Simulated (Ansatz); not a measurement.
The calculation used Ansatz 0.2.0, DFT PBE, scalar-relativistic, plane waves, PAW. Settings: cutoff 420 eV, Γ-centred meshes spaced at most about 0.3 Å⁻¹, and about 0.25 Å⁻¹ or finer for metals (2π included), Gaussian smearing. No spin polarisation.

Formation energies are uncorrected and refer to the elements' standard structures at the same level.

Temperature and zero-point effects are left out. Only the structures computed here compete, so a lower one can exist. The reference form of As is held partly by dispersion forces, which this level lacks.

A search for In2Ga3As3 gave 4 distinct relaxed structures. Coordination counts As atoms around Ga and In (those within 1.25 times the shortest such distance or 1.15 times the sum of covalent radii, 1.27 where that leaves under three; the shortest distance is added where it exceeds 1.18 times the sum of covalent radii; a slash parts the counts of unlike sites). Cells relaxed within their symmetry can be saddle points.

Q: What is the best candidate for In2Ga3As3?

A: The one with space group R3m (No. 160), reached from: a relaxed cell, shaken at random and relaxed again. It has a = 4.054 Å, c = 44.093 Å, 26.1 Å³/atom, no gap on the mesh. In on its first site has 1 Ga at 2.69 Å and 3 In at 2.97 Å; around In on its second site lie 1 As at 2.67 Å and 3 In at 2.97 Å; around Ga on its first site lie 4 As at 2.49 Å; around As on its first site lie 4 Ga at 2.49 Å; 4 more sites not described. Its energy over the elements is −0.20 eV/atom. Whether it is stable depends on the other phases of the system, which aren't compared here. An observed structure of this formula, if there is one, may be missing.

```cif
data_structure
_symmetry_space_group_name_H-M 'R3m:H'
_symmetry_Int_Tables_number 160
_cell_length_a 4.0538
_cell_length_b 4.0538
_cell_length_c 44.0930
_cell_angle_alpha 90.000
_cell_angle_beta 90.000
_cell_angle_gamma 120.000
_cell_volume 627.51
loop_
_atom_site_label
_atom_site_type_symbol
_atom_site_symmetry_multiplicity
_atom_site_Wyckoff_symbol
_atom_site_fract_x
_atom_site_fract_y
_atom_site_fract_z
_atom_site_occupancy
In1 In 3 a 0.00000 0.00000 0.18742 1
In2 In 3 a 0.66667 0.33333 0.22887 1
Ga1 Ga 3 a 0.33333 0.66667 0.05061 1
Ga2 Ga 3 a 0.00000 0.00000 0.12637 1
Ga3 Ga 3 a 0.33333 0.66667 0.30859 1
As1 As 3 a 0.33333 0.66667 0.10701 1
As2 As 3 a 0.66667 0.33333 0.03167 1
As3 As 3 a 0.66667 0.33333 0.28935 1
```

Q: How much higher is the P3m1 structure with 26.0 Å³/atom and coordination In 1/1 from 3.2 Å, Ga 3/4 (reached from: a cell proposed by chemical analogy)?

A: 63 meV/atom. It has no gap on its mesh.

Q: How much higher is the P-4m2 structure with 26.9 Å³/atom and coordination In 2, Ga 4/8 from 4.6 Å (reached from: a cell proposed by chemical analogy)?

A: 53 meV/atom. It has no gap on its mesh.
